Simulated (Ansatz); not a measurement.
Rh, DFT, PBE, all-electron PAW with datasets made for the crystal, scalar-relativistic (Ansatz 0.2.0), run on 1 thread of Arm Neoverse V1 on a shared host.

The geometry is COD entry 9008482, unchecked; take it as a test cell. The listed cell was then made from it by scaling, straining or moving an atom.

Command: `ansatz run input.yaml --threads 1 --pin off --max-ram 3072MiB --backend cpu --events-out ev --progress --plain --runs-dir out`

```yaml
crystal:
  lattice:
    - [0.0190155, 1.91105775, 1.91105775]
    - [1.91105775, 0.0190155, 1.91105775]
    - [1.91105775, 1.91105775, 0.0190155]
  atoms:
    - { symbol: Rh, position: [0.0, 0.0, 0.0] }
kpoints:
  mp_grid: { grid: [16, 16, 16] }
scf:
  occupations: { method: fermi_dirac, width: 0.08 }
hamiltonian:
  xc: pbe
  pseudopotentials: { kind: all_electron, datasets: crystal }
output:
  forces: true
  stress: true
  eigenvalues: true
  efg: { contact_densities: true }
```

(1) How large is the problem that the program sets up?

(2) About how long does it take, and how much memory does it use?

(3) And the same cell and mesh by PAW (frozen-core files), asked for forces, stress, eigenvalues, efg, write_density, write_potential, elf, on the same hardware?

## Answers

(1) 417 irreducible k-points, 169 plane waves at Γ, 9 bands.

(2) 18 s of wall time for 7 SCF iterations, with a peak of 0.52 GiB. Times on shared machines scatter by tens of per cent.

(3) 8.6 s, peak memory 0.39 GiB.
